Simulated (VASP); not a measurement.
# Si: single point with PBE

Si:

```xyz
8
Lattice="4.7132 2.7212 1.8840 -4.7132 2.7212 1.8840 0.0000 -5.4424 1.8840" Properties=species:S:1:pos:R:3 pbc="T T T"
Si    2.3578   -2.4521    2.4326
Si    0.0406    0.0018    1.6173
Si    0.9033    3.2558    2.3460
Si   -2.3229    2.4199    3.3068
Si   -0.9345   -3.2119    3.2865
Si    0.0067   -0.0097    4.0373
Si    3.3226    0.8050    3.3058
Si   -3.2678   -0.8329    2.3139
```

This isn't the form of Si at room conditions, which is diamond.

The cell isn't the ideal one: atoms moved at random, drawn with an rms of 0.05 Å.

| Quantity | Value |
| --- | --- |
| Program | VASP 6.6.1 |
| Task | single point |
| Functional | PBE |
| Potentials or basis | VASP PAW PBE potentials, release 64 (Si) |
| Cutoff | 520 eV |
| k mesh | 6 × 6 × 6 |
| Occupations | fermi-dirac, width 0.05 eV |
| Spin | no spin polarisation |
| Further INCAR settings | ALGO = Normal; EDIFF = 1e-07; NBANDS = 26 |

| Property | Result |
| --- | --- |
| Pressure | 1.0 GPa |
| Largest force | 1.035 eV/Å |
| Band gap on the k mesh | none (metal or under the smearing width) |

Forces on the atoms (eV/Å):
```
Si   0.286 -0.156 -0.962
Si  -0.312  0.193 -0.042
Si   0.168  0.249  0.481
Si  -0.203 -0.065  0.067
Si   0.071 -1.015  0.186
Si  -0.074  0.211  0.052
Si   0.075  0.491 -0.464
Si  -0.011  0.093  0.681
```

Stress tensor (GPa, compression positive):
```
 1.13  0.05 -0.13
 0.05  0.13 -0.25
-0.13 -0.25  1.81
```

Levels at points of the mesh, in eV from the Fermi level:
```
           k point  band 12  band 13  band 14  band 15  band 16  band 17  band 18  band 19  band 20  band 21
(0.00, 0.00, 0.00)    -4.06    -4.00    -1.41    -1.30    -0.83     1.68     1.99     2.03     3.94     4.05
(0.50, 0.00, 0.00)    -2.34    -1.88    -1.73    -1.38    -1.11    -0.04     0.99     1.96     2.08     2.22
(0.00, 0.50, 0.00)    -2.49    -1.79    -1.66    -1.38    -1.07    -0.10     0.89     1.88     2.14     2.16
(0.00, 0.00, 0.50)    -2.51    -1.83    -1.71    -1.36    -0.93     0.02     0.95     1.88     2.10     2.16
(0.50, 0.50, 0.00)    -2.49    -2.29    -1.87    -1.74    -1.22     0.40     0.89     1.35     2.15     2.22
(0.50, 0.00, 0.50)    -2.59    -2.28    -1.78    -1.64    -1.30     0.43     0.83     1.42     2.00     2.22
(0.00, 0.50, 0.50)    -2.47    -2.29    -1.93    -1.65    -1.24     0.39     0.92     1.34     2.00     2.20
(0.50, 0.50, 0.50)    -2.85    -2.38    -1.98     0.05     0.25     1.68     2.33     2.68     2.73     2.79
```

Wall time 12 min on 1 thread of Intel(R) Xeon(R) Platinum 8375C CPU @ 2.90GHz (Ice Lake), with other jobs on the host, peak memory 0.48 GiB.
